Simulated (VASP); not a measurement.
The system is RbBr.

```
Rb Br
1.0
     0.00000    3.42606    3.42606
     3.42606    0.00000    3.42606
     3.42606    3.42606    0.00000
Rb Br
1 1
Direct
  0.00000 0.00000 0.00000
  0.50000 0.50000 0.50000
```

Base run:

| Property | Result |
| --- | --- |
| Program | VASP 6.6.1 |
| Functional | PBE |
| Potentials or basis | VASP PAW PBE potentials, release 64 (Rb_sv, Br) |
| Cutoff | 520 eV |
| k mesh | 8 × 8 × 8 |
| Occupations | gaussian, width 0.03 eV |
| Spin | no spin polarisation |

Its results: band gap on the k mesh 4.36 eV, direct; pressure 1.0 GPa.

Question: The run is repeated on the same cell with these changes: functional from PBE to r2SCAN. What comes out?

Answer: Band gap on the k mesh 4.97 eV, direct; pressure 0.5 GPa.

r2SCAN gives the wider gap, since meta-GGAs in the generalised Kohn-Sham scheme recover part of the derivative discontinuity.

Caveats: the PAW data sets were made with another functional, which shifts forces and pressure a little (some runs).
